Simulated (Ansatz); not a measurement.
# TiO2: the cost of one run

Program: Ansatz 0.2.0. Level of theory: DFT PBE, scalar-relativistic, plane waves, PAW. These are calculated values, not measurements.

5 further runs of the same task are left out: 2 that didn't finish, 3 set aside as unsound or not needed.

## 1. The starting structure

Symmetry: P4_2/nmc, No. 137, tetragonal system. The conventional cell has a = 3.604 Å, b = 3.604 Å, c = 5.264 Å, α = 90.00°, β = 90.00°, γ = 90.00°. Around Hf (site symmetry -4m2) lie 4 O at 2.07 Å. O (site symmetry 2mm) is surrounded by 2 Hf at 2.07 Å.

Structure file:

```
CELL_PARAMETERS angstrom
3.60430 0.00000 0.00000
0.00000 3.60430 0.00000
0.00000 0.00000 5.26397
ATOMIC_POSITIONS crystal
Hf 0.50000 0.50000 0.50000
Hf 0.00000 0.00000 0.00000
O 0.00000 0.50000 0.69325
O 0.50000 0.00000 0.80675
O 0.50000 0.00000 0.30675
O 0.00000 0.50000 0.19325
```

It goes back to an entry of the Materials Project, which need not be the stable form.

It is the result of an earlier relaxation at this level (volume 11.40 Å³/atom; gap on the mesh: 4.67 eV).

## 2. Swap Hf → Ti

TiO2 starts from the relaxed positions of HfO2, with all lengths scaled by 0.968, a guess from tabulated radii. Atoms that may carry a moment start with parallel spins.

## 3. A first look at the start (TiO2)

Contents of input.yaml:

```yaml
crystal:
  lattice:
    - [3.4906288345, 0.0, 0.0]
    - [0.0, 3.4906288345, 0.0]
    - [0.0, 0.0, 5.0979471775]
  atoms:
    - { symbol: Ti, position: [0.5, 0.5, 0.5], spin: 1.0 }
    - { symbol: Ti, position: [0.0, 0.0, 0.0], spin: 1.0 }
    - { symbol: O, position: [0.0, 0.5, 0.6932521125] }
    - { symbol: O, position: [0.5, 0.0, 0.8067478875] }
    - { symbol: O, position: [0.5, 0.0, 0.3067478875] }
    - { symbol: O, position: [0.0, 0.5, 0.1932521125] }
basis:
  ecutwfc: 420
kpoints:
  mp_grid: { grid: [6, 6, 4] }
hamiltonian:
  xc: pbe
scf:
  occupations: { method: gaussian, width: 0.1 }
  lower_state_search: "off"
output:
  forces: true
  stress: true
  eigenvalues: true
  populations: true
magnetization:
  spin_polarized: true
```

Command:

```console
ansatz run input.yaml --threads 1 --pin off --max-ram 2560MiB --backend cpu --events-out ev --progress --plain --runs-dir out
```

Q: Estimate wall time and peak memory on 1 thread of Intel Xeon Platinum 8259CL at 2.50GHz (Skylake/Cascade Lake), shared host.

About 12 s, with a peak of 0.43 GiB.
